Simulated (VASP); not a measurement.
# InAs (F-43m) in VASP: notebook

Runs on InAs. Level: PBE. Tasks: relaxation of cell and atoms.

Everything below comes from runs of VASP 6.6.1. Logs are shortened: lines on timing, memory, paths and dates and some standing lists are left out, and cuts for length are marked.

## 1. Starting point

Symmetry: F-43m, No. 216, cubic system. The conventional cell has a = 6.036 Å, b = 6.036 Å, c = 6.036 Å, α = 90.00°, β = 90.00°, γ = 90.00°. In (site symmetry -43m) is surrounded by 4 As at 2.61 Å. As (site symmetry -43m) has 4 In at 2.61 Å as nearest neighbours.

## 2. Relaxation of cell and atoms, PBE

INCAR reads:

```
PREC = Accurate ; ENCUT = 600
EDIFF = 1E-6 ; ISMEAR = 0
SIGMA = 0.03 ; LREAL = F
LASPH = T ; NELM = 80
ALGO = Normal ; ISIF = 3
LWAVE = F ; LCHARG = F
GGA = PE ; IBRION = 2
NSW = 90 ; EDIFFG = -0.01
```

KPOINTS reads:

```
regular mesh
0
Gamma
  10 10 10
```

POSCAR reads:

```
InAs
1.0
    0.0000000000      3.0180000000      3.0180000000
    3.0180000000      0.0000000000      3.0180000000
    3.0180000000      3.0180000000      0.0000000000
In As
1 1
Direct
    0.0000000000      0.0000000000      0.0000000000
    0.2500000000      0.2500000000      0.2500000000
```

Potentials or basis: VASP PAW PBE potentials, release 64 (In_d, As).

Launch:

```bash
$ cat potpaw_PBE.64/In_d/POTCAR potpaw_PBE.64/As/POTCAR > POTCAR
$ mpirun -np 1 vasp_std > vasp.out
```

OUTCAR:

```text
PREC = Accurate
   ENCUT = 600
   EDIFF = 1E-6
   ISMEAR = 0
   LREAL = F
   LASPH = T
   NELM = 80
   ISIF = 3
   GGA = PE
   IBRION = 2
   NSW = 90
   EDIFFG = -0.01

 ion  position               nearest neighbor table
   1  0.000  0.000  0.000-   2 2.61   2 2.61   2 2.61   2 2.61
   2  0.250  0.250  0.250-   1 2.61   1 2.61   1 2.61   1 2.61

  LATTYP: Found a face centered cubic cell.
 ALAT       =     6.0360000000

  Lattice vectors:

 A1 = (   0.0000000000,   3.0180000000,   3.0180000000)
 A2 = (   3.0180000000,   0.0000000000,   3.0180000000)
 A3 = (   3.0180000000,   3.0180000000,   0.0000000000)

Analysis of symmetry for initial positions (statically):
=====================================================================
 Subroutine PRICEL returns:
 Original cell was already a primitive cell.

 Routine SETGRP: Setting up the symmetry group for a
 face centered cubic supercell.

 Subroutine GETGRP returns: Found 24 space group operations
 (whereof 24 operations were pure point group operations)
 out of a pool of 48 trial point group operations.

The static configuration has the point symmetry T_d .

Analysis of symmetry for dynamics (positions and initial velocities):
=====================================================================
 Subroutine PRICEL returns:
 Original cell was already a primitive cell.

 Routine SETGRP: Setting up the symmetry group for a
 face centered cubic supercell.

 Subroutine GETGRP returns: Found 24 space group operations
 (whereof 24 operations were pure point group operations)
 out of a pool of 48 trial point group operations.

The dynamic configuration has the point symmetry T_d .

 Subroutine INISYM returns: Found 24 space group operations
 (whereof 24 operations are pure point group operations),
 and found     1 'primitive' translations

----------------------------------------------------------------------------------------

                                     Primitive cell

  volume of cell :      54.9778

  direct lattice vectors                    reciprocal lattice vectors
     0.000000000  3.018000000  3.018000000    -0.165672631  0.165672631  0.165672631
     3.018000000  0.000000000  3.018000000     0.165672631 -0.165672631  0.165672631
     3.018000000  3.018000000  0.000000000     0.165672631  0.165672631 -0.165672631

  length of vectors
     4.268096531  4.268096531  4.268096531     0.286953414  0.286953414  0.286953414

  position of ions in fractional coordinates (direct lattice)
     0.000000000  0.000000000  0.000000000
     0.250000000  0.250000000  0.250000000

  ion indices of the primitive-cell ions
   primitive index   ion index
                 1           1
                 2           2

----------------------------------------------------------------------------------------

 KPOINTS: regular mesh

Automatic generation of k-mesh.
 Grid dimensions read from file:
 generate k-points for:   10   10   10

 Generating k-lattice:

  Cartesian coordinates                     Fractional coordinates (reciprocal lattice)
    -0.016567263  0.016567263  0.016567263     0.100000000  0.000000000  0.000000000
     0.016567263 -0.016567263  0.016567263     0.000000000  0.100000000  0.000000000
     0.016567263  0.016567263 -0.016567263     0.000000000  0.000000000  0.100000000

  Length of vectors
     0.028695341  0.028695341  0.028695341

  Shift w.r.t. Gamma in fractional coordinates (k-lattice)
     0.000000000  0.000000000  0.000000000

 Subroutine IBZKPT returns following result:
 ===========================================

 Found     47 irreducible k-points:

 Following reciprocal coordinates:
            Coordinates               Weight
  0.000000  0.000000  0.000000      1.000000
  0.100000  0.000000  0.000000      8.000000
  0.200000  0.000000  0.000000      8.000000
  0.300000  0.000000  0.000000      8.000000
  0.400000  0.000000  0.000000      8.000000
  0.500000  0.000000  0.000000      4.000000
[... 16 lines left out ...]
  0.300000  0.300000  0.000000      6.000000
  0.400000  0.300000  0.000000     24.000000
 [... further k-points ...]
   k-points           NKPTS =     47   k-points in BZ     NKDIM =     47   number of bands    NBANDS=     13
   number of dos      NEDOS =    301   number of ions     NIONS =      2
   total plane-waves  NPLWV =  46656
   dimension x,y,z NGX =    36 NGY =   36 NGZ =   36
   dimension x,y,z NGXF=    72 NGYF=   72 NGZF=   72
   ions per type =               1   1
   NGX,Y,Z   is equivalent  to a cutoff of  14.02, 14.02, 14.02 a.u.
   NGXF,Y,Z  is equivalent  to a cutoff of  28.04, 28.04, 28.04 a.u.
 SYSTEM =  unknown system
   PREC   = accura    normal or accurate (medium, high low for compatibility)
   ISTART =      0    job   : 0-new  1-cont  2-samecut
   ICHARG =      2    charge: 1-file 2-atom 10-const
   ISPIN  =      1    spin polarized calculation?
   LNONCOLLINEAR =      F non collinear calculations
   LSORBIT =      F    spin-orbit coupling
   LASPH  =      T    aspherical Exc in radial PAW
   ENCUT  =  600.0 eV  44.10 Ry    6.64 a.u.   8.52  8.52  8.52*2*pi/ulx,y,z
   NELM   =     80;   NELMIN=  2; NELMDL= -5     # of ELM steps
   EDIFF  = 0.1E-05   stopping-criterion for ELM
   LREAL  =      F    real-space projection
   EDIFFG = -.1E-01   stopping-criterion for IOM
   NSW    =     90    number of steps for IOM
   IBRION =      2    ionic relax: 0-MD 1-quasi-New 2-CG
   NFREE  =      1    steps in history (QN), initial steepest desc. (CG)
   ISIF   =      3    stress and relaxation
   ISYM   =      2    0-nonsym 1-usesym 2-fastsym
   POTIM  = 0.5000    time-step for ionic-motion
   TEBEG  =    0.0;   TEEND  =   0.0 temperature during run
   PSTRESS=    0.0 pullay stress
   NELECT =      18.0000    total number of electrons
   NUPDOWN=      -1.0000    fix difference up-down
   EMIN   =  10.00;   EMAX   =-10.00  energy-range for DOS
   EFERMI =   0.00;   METHOD = LEGACY
   ISMEAR =     0;   SIGMA  =   0.03  broadening in eV -4-tet -1-fermi 0-gaus
   EFERMI_NEDOS =   21; number of points for ismear=-14 and -15
   IALGO  =     38    algorithm
   IMIX   =      4    mixing-type and parameters
     AMIX     =   0.40;   BMIX     =  1.00
     AMIX_MAG =   1.60;   BMIX_MAG =  1.00
  volume/ion in A,a.u.               =      27.49       185.50
  Fermi-wavevector in a.u.,A,eV,Ry     =   1.128331  2.132236 17.321990  1.273130
  Thomas-Fermi vector in A             =   2.265020
   LORBIT       =      0    0 simple, 1 ext, 2 COOP (PROOUT), +10 PAW based schemes
   GGA     = PE    functional components
   LHFCALC =     F    Hartree Fock is set to
   AEXX    =    0.0000 exact exchange contribution
   IVDW    =     0    specifies the selected vdW correction
   LEPSILON=     F    determine dielectric tensor
   LRPA    =     F    only Hartree local field effects (RPA)
 conjugate gradient relaxation of ions
 non-spin polarized calculation
 Gauss-broadening in eV      SIGMA  =   0.03
  energy-cutoff  :      600.00
  volume of cell :       54.98
 maximum number of plane-waves:      1854
 NGX is ok and might be reduce to    36
   NGX = 17   NGY = 17   NGZ = 17

--------------------------------------- Ionic step        1  -------------------------------------------

 number of electron      18.0000003 magnetization

 Free energy of the ion-electron system (eV)
  ---------------------------------------------------
  ext. energy  EPLUGINS =         0.00000000
  ---------------------------------------------------
  free energy    TOTEN  =        -7.66432656 eV

  energy without entropy =       -7.66428028  energy(sigma->0) =       -7.66430342

 E-fermi :   4.5720     XC(G=0):  -9.1171

 val. band max:        4.5628858329   @ k =   0.0000   0.0000   0.0000
 cond. band min:       5.5303096809   @ k =   0.1000   0.0000   0.0000
 fundamental gap:      0.9674238480
 Fermi energy:         4.5720228710

 k-point     1 :       0.0000    0.0000    0.0000
  band No.  band energies     occupation
      1      -9.8397      2.00000
      2      -9.8397      2.00000
      3      -9.8397      2.00000
      4      -9.7115      2.00000
      5      -9.7115      2.00000
      6      -7.3339      2.00000
      7       4.3956      2.00000
      8       4.5629      1.33333
      9       4.5629      1.33333
     10       4.5629      1.33333
     11       8.4732      0.00000
     12       8.4732      0.00000
     13       8.4732      0.00000

 k-point     2 :       0.1000    0.0000    0.0000
  band No.  band energies     occupation
      1      -9.8532      2.00000
      2      -9.8358      2.00000
      3      -9.8358      2.00000
      4      -9.7116      2.00000
      5      -9.7116      2.00000
      6      -7.2288      2.00000
      7       3.0572      2.00000
      8       4.4333      2.00000
      9       4.4333      2.00000
     10       5.5303      0.00000
     11       8.5419      0.00000
[... 412 lines left out ...]
 POSITION                                       TOTAL-FORCE (eV/Angst)
 -----------------------------------------------------------------------------------
      3.12718      3.12718      6.25436         0.000000      0.000000      0.000000
      1.56359      1.56359      1.56359        -0.000000     -0.000000     -0.000000
 -----------------------------------------------------------------------------------
    total drift:                               -0.000000     -0.000000      0.000000

  FREE ENERGIE OF THE ION-ELECTRON SYSTEM (eV)
  ---------------------------------------------------
  free  energy   TOTEN  =        -7.7098414691 eV

  energy  without entropy=       -7.7097951904  energy(sigma->0) =       -7.70981833

--------------------------------------- Ionic step        3  -------------------------------------------

 number of electron      17.9999997 magnetization

 Free energy of the ion-electron system (eV)
  ---------------------------------------------------
  ext. energy  EPLUGINS =         0.00000000
  ---------------------------------------------------
  free energy    TOTEN  =        -7.71858625 eV

  energy without entropy =       -7.71853997  energy(sigma->0) =       -7.71856311

 E-fermi :   3.8424     XC(G=0):  -8.7922

 val. band max:        3.8332576413   @ k =   0.0000   0.0000   0.0000
 cond. band min:       4.5767221463   @ k =   0.1000   0.0000   0.0000
 fundamental gap:      0.7434645051
 Fermi energy:         3.8423946614

 k-point     1 :       0.0000    0.0000    0.0000
  band No.  band energies     occupation
      1     -10.4331      2.00000
      2     -10.4331      2.00000
      3     -10.4331      2.00000
      4     -10.3335      2.00000
      5     -10.3335      2.00000
      6      -7.6033      2.00000
      7       3.2866      2.00000
      8       3.8333      1.33334
      9       3.8333      1.33333
     10       3.8333      1.33333
     11       7.7058      0.00000
     12       7.7058      0.00000
     13       7.7058      0.00000

 k-point     2 :       0.1000    0.0000    0.0000
  band No.  band energies     occupation
      1     -10.4426      2.00000
      2     -10.4301      2.00000
      3     -10.4301      2.00000
      4     -10.3336      2.00000
      5     -10.3336      2.00000
      6      -7.5119      2.00000
      7       2.2291      2.00000
      8       3.7194      2.00000
      9       3.7194      2.00000
     10       4.5767      0.00000
     11       7.7417      0.00000
[... 376 lines left out ...]
 POSITION                                       TOTAL-FORCE (eV/Angst)
 -----------------------------------------------------------------------------------
      0.00000      0.00000     -0.00000         0.000000      0.000000      0.000000
      1.54707      1.54707      1.54707        -0.000000     -0.000000     -0.000000
 -----------------------------------------------------------------------------------
    total drift:                               -0.000000     -0.000000     -0.000000

  FREE ENERGIE OF THE ION-ELECTRON SYSTEM (eV)
  ---------------------------------------------------
  free  energy   TOTEN  =        -7.7185862486 eV

  energy  without entropy=       -7.7185399698  energy(sigma->0) =       -7.71856311

 reached required accuracy - stopping structural energy minimisation
```

Run time: 1.8 min. Hardware: 1 thread of AMD EPYC 7R13 (Zen 3), shared host; peak memory 0.21 GiB.

What came out:

```yaml
Free_energy: -7.7186 eV
Relaxed_volume: 29.62 Å³/atom
Relaxed_cell: a = 4.376 Å, b = 4.376 Å, c = 4.376 Å, α = 60.00°, β = 60.00°, γ = 60.00°
Space_group_after_relaxing_to_0.05_Å: F-43m (No. 216)
Energy_gained_by_relaxing: 27.1 meV/atom
Ionic_steps: 3
Pressure_after_relaxing: 0.0 GPa
Band_gap_on_the_k_mesh: none (metal or under the smearing width)
```

Step by step:
| step | energy change (eV) | largest force (eV/Å) | pressure (GPa) | volume (Å³) |
| --- | --- | --- | --- | --- |
| 1 | 0.0000 | 0.0000 | 4.37 | 54.98 |
| 2 | -0.0455 | 0.0000 | -1.45 | 61.16 |
| 3 | -0.0543 | 0.0000 | 0.03 | 59.24 |

Final structure:
```xyz
2
Lattice="0.0000 3.0941 3.0941 3.0941 0.0000 3.0941 3.0941 3.0941 0.0000" Properties=species:S:1:pos:R:3 pbc="T T T"
In    0.0000    0.0000    0.0000
As    1.5471    1.5471    1.5471
```

Levels at points of the mesh, in eV from the Fermi level:
```
           k point  band 6  band 7  band 8  band 9  band 10  band 11  band 12  band 13
(0.00, 0.00, 0.00)  -11.45   -0.56   -0.01   -0.01    -0.01     3.86     3.86     3.86
(0.50, 0.00, 0.00)  -10.18   -5.44   -0.90   -0.90     0.80     4.62     4.62     6.74
(0.50, 0.50, 0.00)   -9.71   -5.56   -2.11   -2.11     1.65     2.03     8.74     8.78
```

Caveat: this crystal is a semiconductor, whose small gap the functional closes, so the metal is an error of the method. Zero-point motion and thermal expansion aren't in these numbers.

## 3. Relaxation of cell and atoms, PBE

This run uses another cell than the first one, of 29.62 Å³/atom, 1.078 times its volume.

INCAR reads:

```
PREC = Accurate ; ENCUT = 600
EDIFF = 1E-7 ; ISMEAR = 0
SIGMA = 0.03 ; LREAL = F
LASPH = T ; NELM = 80
ALGO = Normal ; ISIF = 3
LWAVE = F ; LCHARG = F
GGA = PE ; IBRION = 2
NSW = 90 ; EDIFFG = -0.005
```

KPOINTS is that of step 2.

POSCAR reads:

```
InAs                                    
1.0
    0.0000000000      3.0941320033      3.0941320033
    3.0941320033      0.0000000000      3.0941320033
    3.0941320033      3.0941320033     -0.0000000000
  In              As            
     1     1
Direct
     0.0000000000000000    0.0000000000000000    0.0000000000000000
     0.2500000000000000    0.2500000000000000    0.2500000000000000
```

Potentials or basis: VASP PAW PBE potentials, release 64 (In_d, As).

Launch:

```bash
$ cat potpaw_PBE.64/In_d/POTCAR potpaw_PBE.64/As/POTCAR > POTCAR
$ mpirun -np 1 vasp_std > vasp.out
```

Wall time 52 s (1 thread of AMD EPYC 7R13 (Zen 3), shared host); peak memory 0.2 GiB.

It converged, with:

```yaml
Free_energy: -7.7190 eV
Pressure_after_relaxing: 0.0 GPa
Band_gap_on_the_k_mesh: none (metal or under the smearing width)
```

Final structure:
```
In As
1.0
     0.00000    3.09413    3.09413
     3.09413    0.00000    3.09413
     3.09413    3.09413    0.00000
In As
1 1
Direct
  0.00000 0.00000 0.00000
  0.25000 0.25000 0.25000
```

Levels at points of the mesh, in eV from the Fermi level:
```csv
k point,band 7,band 8,band 9,band 10,band 11,band 12
"(0.00, 0.00, 0.00)",-0.56,-0.01,-0.01,-0.01,3.86,3.86
"(0.50, 0.00, 0.00)",-5.44,-0.90,-0.90,0.80,4.62,4.62
"(0.50, 0.50, 0.00)",-5.56,-2.11,-2.11,1.65,2.03,8.74
```

Caveat: the relaxation stopped at its first step, so nothing moved; this crystal is a semiconductor, whose small gap the functional closes, so the metal is an error of the method.
